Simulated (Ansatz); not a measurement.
Crystal: SnTe.

```
Te Sn
1.0
     3.90470    0.00000    0.00000
     0.00000    3.90470    0.00000
     0.00000    0.00000    3.90470
Te Sn
1 1
Direct
  0.50000 0.50000 0.50000
  0.00000 0.00000 0.00000
```

Measurements of this composition are mostly on another form, of space group No. 225.

- Program: Ansatz 0.2.0
- Task: relaxation of cell and atoms
- Functional: revPBE
- Dispersion: D3(BJ)
- Potentials or basis: Ansatz PAW
- Cutoff: 420 eV (not typed: the program's choice for these potentials)
- k mesh: 7 × 7 × 7
- Occupations: fermi-dirac, width 0.05 eV
- Spin: no spin polarisation

At the start: volume 29.77 Å³/atom.

Q: How do energy, volume and symmetry change on relaxing?

A: It ends after 5 steps and the volume is 26.69 Å³/atom (-10.3 %); space group Pm-3m (No. 221, to 0.05 Å).

Step by step:
```csv
step,energy change (eV),largest force (eV/Å),volume (Å³)
1,0.0000,0.0000,59.53
2,-0.0895,0.0000,54.19
3,-0.0911,0.0000,52.97
4,-0.0917,0.0000,53.38
5,-0.0905,0.0000,53.38
```

Final structure:
```
Te Sn
1.0
     3.76529    0.00000    0.00000
     0.00000    3.76529    0.00000
     0.00000    0.00000    3.76529
Te Sn
1 1
Direct
  0.50000 0.50000 0.50000
  0.00000 0.00000 0.00000
```

Caveat: the plane-wave basis is chosen anew once the cell has moved, so the energies of steps on either side of that aren't comparable; pairwise dispersion overbinds metals, which lowers pressure and volume; the PAW data sets come from PBE, with cores solved anew for the run's functional, which leaves a small shift of forces and pressure.
